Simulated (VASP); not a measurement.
**VASP 6.6.1, LDA single-point calculation, MgS (distorted wurtzite)**

INCAR

```
NELM = 120
NSW = 0
ENCUT = 520
SIGMA = 0.02
LELF = .TRUE.
GGA = CA
LCHARG = .TRUE.
LREAL = .FALSE.
IBRION = -1
ISIF = 2
ISMEAR = -1
NBANDS = 16
EDIFF = 1E-7
LWAVE = .FALSE.
LASPH = .TRUE.
PREC = Accurate
```

KPOINTS

```
KPOINTS created by Atomic Simulation Environment
0
Gamma
6 6 4
0 0 0
```

POSCAR

```
Mg S
 1.0000000000000000
     4.0522999999999998   -0.0233000000000000   -0.0064000000000000
    -2.0463000000000000    3.5369000000000002    0.0187000000000000
    -0.0102000000000000    0.0287000000000000    6.5290999999999997
 Mg  S
   2   2
Cartesian
  0.1868840699999998  2.3178847100000004  0.0386077800000000
  2.1758630000000001  1.2778654500000000  3.2569113499999998
 -0.0111292800000001  2.3646828600000003  2.4117442800000002
  2.1057769300000002  1.1610635300000001  5.7890906399999995
```

VASP ran with the recommended LDA PAW datasets (16 valence electrons in the cell).

Command

```
mpirun -np 1 vasp_std
```

From OUTCAR

```
k-points           NKPTS =     76   k-points in BZ     NKDIM =     76   number of bands    NBANDS=     16

   NELECT =      16.0000    total number of electrons

   dimension x,y,z NGX =    30 NGY =   30 NGZ =   50
   dimension x,y,z NGXF=    60 NGYF=   60 NGZF=  100

  energy-cutoff  :      520.00
  volume of cell :       93.27
      direct lattice vectors                 reciprocal lattice vectors
     4.052300000 -0.023300000 -0.006400000     0.247596717  0.143250220 -0.000242881
    -2.046300000  3.536900000  0.018700000     0.001629159  0.283682609 -0.001244440
    -0.010200000  0.028700000  6.529100000     0.000238035 -0.000672078  0.153163792

 k-points in reciprocal lattice and weights: KPOINTS created by Atomic Simulation Env
   0.00000000  0.00000000  0.00000000       0.007
   0.16666667  0.00000000  0.00000000       0.014
   0.33333333  0.00000000 -0.00000000       0.014
   0.50000000  0.00000000  0.00000000       0.007
   0.00000000  0.16666667  0.00000000       0.014
   0.16666667  0.16666667  0.00000000       0.014
   0.33333333  0.16666667 -0.00000000       0.014
   0.50000000  0.16666667 -0.00000000       0.014
   ...

 E-fermi :   1.2851

 k-point     1 :       0.0000    0.0000    0.0000
  band No.  band energies     occupation
      1     -10.4511      2.00000
      2      -9.7334      2.00000
      3      -2.4085      2.00000
      4       0.2316      2.00000
      5       0.3348      2.00000
      6       0.6509      2.00000
      7       0.7963      2.00000
      8       0.8663      2.00000
      9       3.8407      0.00000
     10       5.2431      0.00000
     11       8.0245      0.00000
     12       8.2252      0.00000
     13       8.5975      0.00000
     14       9.0365      0.00000
     15       9.3724      0.00000
     16       9.5140      0.00000

 k-point     2 :       0.1667    0.0000    0.0000
  band No.  band energies     occupation
      1     -10.3184      2.00000
      2      -9.6698      2.00000
      3      -2.1942      2.00000
      4      -0.5155      2.00000
      5      -0.0714      2.00000
      6       0.1271      2.00000
      7       0.6392      2.00000
      8       0.7164      2.00000
      9       4.7910      0.00000
     10       5.9997      0.00000
     11       7.5764      0.00000
     12       8.0727      0.00000
     13       8.5727      0.00000
     14       8.8669      0.00000
     15       9.1355      0.00000
     16       9.3549      0.00000

 k-point     3 :       0.3333    0.0000   -0.0000
  band No.  band energies     occupation
      1     -10.0022      2.00000
      2      -9.5640      2.00000
      3      -1.7597      2.00000
      4      -1.5428      2.00000
      5      -1.0982      2.00000
      6      -0.2202      2.00000
      7       0.2593      2.00000
      8       0.5102      2.00000
      9       5.5841      0.00000
     10       5.9571      0.00000
     11       6.6715      0.00000
     12       8.1992      0.00000
     13       8.2857      0.00000
     14       8.9106      0.00000
     15       9.1502      0.00000
     16      10.7290      0.00000

 k-point     4 :       0.5000    0.0000    0.0000
  band No.  band energies     occupation
      1      -9.7816      2.00000
      2      -9.5563      2.00000
      3      -2.1536      2.00000
      4      -1.6549      2.00000
      5      -0.9516      2.00000
      6      -0.3654      2.00000
      7      -0.2084      2.00000
      8       0.4134      2.00000
      9       5.3078      0.00000
     10       5.8511      0.00000
     11       6.3326      0.00000
     12       8.0258      0.00000
     13       8.7552      0.00000
     14       8.9168      0.00000
     15       9.6869      0.00000
     16      11.5669      0.00000

 k-point     5 :       0.0000    0.1667    0.0000
  band No.  band energies     occupation
      1     -10.3238      2.00000
      2      -9.6719      2.00000
      3      -2.2005      2.00000
      4      -0.4400      2.00000
      5      -0.0858      2.00000
      6       0.1305      2.00000
      7       0.5615      2.00000
      8       0.7553      2.00000
      9       4.7992      0.00000
     10       6.0010      0.00000
     11       7.4498      0.00000
     12       7.9849      0.00000
     13       8.6615      0.00000
     14       8.8043      0.00000
     15       9.1120      0.00000
     16       9.3813      0.00000

 k-point     6 :       0.1667    0.1667    0.0000
  band No.  band energies     occupation
      1     -10.0969      2.00000
      2      -9.5879      2.00000
      3      -1.8161      2.00000
      4      -1.1671      2.00000
      5      -0.9461      2.00000
      6      -0.1938      2.00000
      7       0.2743      2.00000
      8       0.4574      2.00000
      9       5.8719      0.00000
     10       6.8335      0.00000
     11       6.9057      0.00000
     12       7.0590      0.00000
     13       8.2155      0.00000
     14       8.6631      0.00000
     15       9.2936      0.00000
     16       9.7191      0.00000

 k-point     7 :       0.3333    0.1667   -0.0000
  band No.  band energies     occupation
      1      -9.8020      2.00000
      2      -9.5466      2.00000
      3      -1.8922      2.00000
      4      -1.5095      2.00000
      5      -1.0157      2.00000
      6      -0.7402      2.00000
      7      -0.1154      2.00000
      8       0.0374      2.00000
      9       5.8771      0.00000
     10       6.3042      0.00000
     11       6.8467      0.00000
     12       7.9729      0.00000
     13       8.3348      0.00000
     14       8.8675      0.00000
     15       9.5251      0.00000
     16      10.8342      0.00000

 k-point     8 :       0.5000    0.1667   -0.0000
  band No.  band energies     occupation
      1      -9.8072      2.00000
      2      -9.5401      2.00000
      3      -1.9009      2.00000
      4      -1.5616      2.00000
      5      -1.0270      2.00000
      6      -0.6945      2.00000
      7      -0.0820      2.00000
      8       0.0454      2.00000
      9       5.8310      0.00000
     10       6.3224      0.00000
     11       6.8347      0.00000
     12       7.9269      0.00000
     13       8.3006      0.00000
     14       9.0288      0.00000
     15       9.4730      0.00000
     16      10.9032      0.00000

 k-point     9 :      -0.3333    0.1667   -0.0000
  band No.  band energies     occupation
      1     -10.1008      2.00000
      2      -9.5816      2.00000
      3      -1.8363      2.00000
      4      -1.1995      2.00000
      5      -1.0238      2.00000
      6      -0.1268      2.00000
      7       0.3819      2.00000
      8       0.4474      2.00000
      9       5.8804      0.00000
     10       6.6843      0.00000
     11       6.9564      0.00000
     12       7.0710      0.00000
     13       8.1396      0.00000
     14       8.6024      0.00000
     15       9.5239      0.00000
     16       9.8303      0.00000

 k-point    10 :      -0.1667    0.1667   -0.0000
  band No.  band energies     occupation
      1     -10.3250      2.00000
      2      -9.6696      2.00000
      3      -2.2052      2.00000
      4      -0.5060      2.00000
      5      -0.1225      2.00000
      6       0.1577      2.00000
      7       0.6504      2.00000
      8       0.7700      2.00000
      9       4.8016      0.00000
     10       5.9902      0.00000
     11       7.5547      0.00000
     12       7.8187      0.00000
     13       8.6037      0.00000
     14       8.7856      0.00000
     15       9.0514      0.00000
     16       9.4736      0.00000

 k-point    11 :       0.0000    0.3333    0.0000
  band No.  band energies     occupation
      1     -10.0233      2.00000
      2      -9.5673      2.00000
      3      -1.7668      2.00000
      4      -1.4729      2.00000
      5      -1.0902      2.00000
      6      -0.2240      2.00000
      7       0.2533      2.00000
      8       0.5155      2.00000
      9       5.5768      0.00000
     10       5.9388      0.00000
     11       6.5938      0.00000
     12       8.1569      0.00000
     13       8.3875      0.00000
     14       8.7966      0.00000
     15       9.3709      0.00000
     16      10.6180      0.00000

 k-point    12 :       0.1667    0.3333    0.0000
  band No.  band energies     occupation
      1      -9.8217      2.00000
      2      -9.5439      2.00000
      3      -1.8616      2.00000
      4      -1.4501      2.00000
      5      -1.1018      2.00000
      6      -0.7121      2.00000
      7      -0.1187      2.00000
      8       0.0507      2.00000
      9       5.8391      0.00000
     10       6.3120      0.00000
     11       6.8569      0.00000
     12       7.9864      0.00000
     13       8.3421      0.00000
     14       8.8982      0.00000
     15       9.5623      0.00000
     16      10.6944      0.00000

 ...

  Total       -1.3567701     -2.3571480     -1.5676789      0.5724027     -0.3836923     -0.9571620
  in kB      -23.3075012    -40.4926605    -26.9306339      9.8331156     -6.5913226    -16.4427666
  external PRESSURE =     -30.2435985 kB  Pullay stress =       0.0000000 kB

 POSITION                                       TOTAL-FORCE (eV/Angst)
 -----------------------------------------------------------------------------------
      0.18688      2.31788      0.03861        -0.479287      0.074180     -0.372382
      2.17586      1.27787      3.25691        -0.957086     -0.607553      0.263884
     -0.01113      2.36468      2.41174         0.992250      0.556181      0.542525
      2.10578      1.16106      5.78909         0.444123     -0.022808     -0.434028
 -----------------------------------------------------------------------------------
    total drift:                               -0.000135      0.000002     -0.000034

  FREE ENERGIE OF THE ION-ELECTRON SYSTEM (eV)
  ---------------------------------------------------
  free  energy   TOTEN  =       -18.5763812084 eV

  energy  without entropy=      -18.5763812084  energy(sigma->0) =      -18.57638121
```

The gap between bands v and c on the k mesh is 2.97 eV and the least direct gap on the k mesh is 2.97 eV. The pressure is -3.0 GPa. The largest force is 1.26 eV/Å.

Band v is the last that the valence electrons fill when counted band by band, and c is the next.

The run took about 43 s on one core of a shared host (Intel Xeon 6975P-C) and held 0.24 GiB at most.
